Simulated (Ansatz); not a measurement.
## ZnS at a changed volume: S-33 NMR of the central transition

Cell: a Materials Project structure (computed, not necessarily an observed phase), relaxed with PBE at fixed cell and then changed (volume scaled by 1.04).

```yaml
crystal:
  lattice:
    - [3.85516, 0.00000, 0.00000]
    - [-1.92758, 3.33867, 0.00000]
    - [0.00000, 0.00000, 25.24381]
  atoms:
    - { symbol: Zn, position: [0.33333, 0.66667, 0.12512] }
    - { symbol: Zn, position: [0.00000, 0.00000, 0.00016] }
    - { symbol: Zn, position: [0.66667, 0.33333, 0.62505] }
    - { symbol: Zn, position: [0.66667, 0.33333, 0.87514] }
    - { symbol: Zn, position: [0.00000, 0.00000, 0.75002] }
    - { symbol: Zn, position: [0.33333, 0.66667, 0.50008] }
    - { symbol: Zn, position: [0.00000, 0.00000, 0.37509] }
    - { symbol: Zn, position: [0.66667, 0.33333, 0.25013] }
    - { symbol: S, position: [0.66667, 0.33333, 0.34372] }
    - { symbol: S, position: [0.66667, 0.33333, 0.71858] }
    - { symbol: S, position: [0.33333, 0.66667, 0.21873] }
    - { symbol: S, position: [0.00000, 0.00000, 0.84367] }
    - { symbol: S, position: [0.66667, 0.33333, 0.96881] }
    - { symbol: S, position: [0.00000, 0.00000, 0.09373] }
    - { symbol: S, position: [0.33333, 0.66667, 0.59369] }
    - { symbol: S, position: [0.00000, 0.00000, 0.46869] }
```

Sites (sets of like atoms) are named by element and the number of their first atom in this list.

Level of theory: DFT, PBE, plane waves and PAW, scalar-relativistic, 420 eV cutoff, Γ-centred 8×8×2 k-points, Fermi–Dirac smearing 0.02 eV (Ansatz 0.2.0).

S-33 has I = 3/2 and Q = -69.40 mb (Pyykkö 2018); at 18.8 T its Larmor frequency is ν₀ = 61.5 MHz. Only the quadrupole interaction is simulated: positions count from each site's isotropic chemical shift, and J coupling is left out, as are shift anisotropy and dipolar coupling, which fast spinning averages.

Task: Give C_Q, η, the quadrupolar product P_Q = |C_Q|(1 + η²/3)^½, the second-order isotropic shift and the breadth of the pattern (fast magic-angle spinning) for each S site.

Result: 

| site | first shell | C_Q (MHz) | η | P_Q (MHz) | δ_QIS (ppm) | breadth (kHz) |
| --- | --- | --- | --- | --- | --- | --- |
| S9 | 4 Zn at 2.36 Å | -0.141 | 0.00 | 0.141 | -0.132 | 0.0173 |
| S10 | 4 Zn at 2.36 Å | -0.225 | 0.00 | 0.225 | -0.335 | 0.0441 |
| S11 | 4 Zn at 2.36 Å | -0.155 | 0.00 | 0.155 | -0.158 | 0.0208 |
| S12 | 4 Zn at 2.36 Å | -0.495 | 0.00 | 0.495 | -1.62 | 0.213 |
| S13 | 4 Zn at 2.36 Å | -0.387 | 0.00 | 0.387 | -0.991 | 0.131 |
| S14 | 4 Zn at 2.36 Å | -0.151 | 0.00 | 0.151 | -0.150 | 0.0198 |

δ_QIS = −(ν_Q²/30ν₀²)[I(I+1) − 3/4](1 + η²/3) × 10⁶ ppm with ν_Q = 3|C_Q|/[2I(2I−1)]; it falls as 1/B₀² in ppm, and the breadth as 1/B₀ in kHz.

An axis of threefold or higher order runs through S9, S10, S11, S12, S13 and S14, so V_zz lies along it and η is zero.

Hardware: 1 thread of Arm Neoverse V1 (aarch64; 8 cores open to the job, memory cap 3.0 GiB, no GPU), a shared host with a load of 0.5 a core. Wall time 87 s, CPU time 87 s, peak memory 0.72 GiB.
